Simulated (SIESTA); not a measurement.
Sb:

```
Sb
1.0
     0.00000    2.37124    2.37124
     2.37124    0.00000    2.37124
     2.37124    2.37124    0.00000
Sb
1
Cartesian
  0.0000 0.0000 0.0000
```

This isn't the form of Sb at room conditions, which is rhombohedral.

| Quantity | Value |
| --- | --- |
| Program | SIESTA 5.4.2 |
| Task | single point |
| Functional | PBE |
| Potentials or basis | PseudoDojo 0.4 standard (PBE files) |
| Basis | DZP (energy shift 0.002 Ry) |
| Grid cutoff | 500 Ry |
| Energy shift | 0.002 Ry |
| k mesh | 10 × 10 × 10 |
| Occupations | fermi-dirac, width 0.05 eV |
| Spin | no spin polarisation |

On this cell: pressure 4.6 GPa; band gap on the k mesh none (metal or under the smearing width).

The same run follows on a disturbed copy (cell strained at random at fixed volume):

```
Sb
1.0
    -0.01676    2.38071    2.40165
     2.36975    0.04435    2.34054
     2.40963    2.35947    0.00447
Sb
1
Direct
  0.99246 0.01309 0.98926
```

Task: What does the disturbed cell give?

Result: The energy (extrapolated to zero smearing) moves by -1.4 meV/atom; pressure 4.5 GPa; band gap on the k mesh none (metal or under the smearing width).

Stress tensor (GPa, compression positive):
```
 4.64  0.37  0.39
 0.37  4.58 -0.09
 0.39 -0.09  4.19
```

The energy falls, though the first cell shows no forces: that form is unstable against this distortion, unless noise or another electronic state is at work.

Caveats: semicore shells carry a single zeta, which can move pressures by several GPa and volumes by a few percent; the basis of atomic orbitals isn't converged, which shifts pressures, moduli and gaps.
